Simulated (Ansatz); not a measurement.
Take a crystal in which Ge has been replaced by C on all its sites, with the cell rescaled by a rough guess (in some cases also distorted within its space group) and nothing relaxed:

```cif
data_structure
_symmetry_space_group_name_H-M 'P 1'
_symmetry_Int_Tables_number 1
_cell_length_a 3.0536
_cell_length_b 3.0536
_cell_length_c 5.1955
_cell_angle_alpha 90.000
_cell_angle_beta 90.000
_cell_angle_gamma 120.000
_cell_volume 41.96
loop_
_atom_site_label
_atom_site_type_symbol
_atom_site_fract_x
_atom_site_fract_y
_atom_site_fract_z
_atom_site_occupancy
C1 C 0.66667 0.33333 0.05836 1
C2 C 0.33333 0.66667 0.55836 1
C3 C 0.66667 0.33333 0.44164 1
C4 C 0.33333 0.66667 0.94164 1
```

These are results of DFT PBE, scalar-relativistic, plane waves, PAW in Ansatz, not measurements.

Settings: cutoff 420 eV, Γ-centred mesh 12×12×6 on the computed 4-atom cell, Gaussian smearing of 0.02 eV; no spin polarisation.

(1) What pressure does the cell carry?

(2) Is it a metal on this mesh?

## Answers

(1) The pressure is -76.1 GPa (positive in compression), so the cell would contract.

(2) No: the gap is 1.55 eV, the least direct gap 1.55 eV.